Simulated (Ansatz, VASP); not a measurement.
## TiC in VASP and in Ansatz

```
Ti C
1.0
     0.00000    2.13042    2.13042
     2.13042    0.00000    2.13042
     2.13042    2.13042    0.00000
Ti C
1 1
Cartesian
  0.0000 0.0000 0.0000
  2.1304 2.1304 2.1304
```

Alike in both runs: functional LDA; k mesh 12 × 12 × 12; occupations gaussian, width 0.1 eV; no spin polarisation.

Ansatz relaxed the structure, and its values are those at the end. VASP's run is a single point on that final structure, the one shown.

|  | VASP | Ansatz |
| --- | --- | --- |
| version | VASP 6.6.1 | Ansatz 0.2.0 |
| potentials or method | VASP PAW LDA potentials, release 64 (Ti_sv, C) | plane-wave PAW, scalar-relativistic |
| plane-wave cutoff (eV) | 520 | 420 |
| valence electrons in the cell | 16 | 16 |

|  | VASP | Ansatz | Ansatz less VASP |
| --- | --- | --- | --- |
| pressure (GPa) | 0.7 | 0.0 | -0.72 |

Ansatz warned: «pseudo_functional_mismatch».
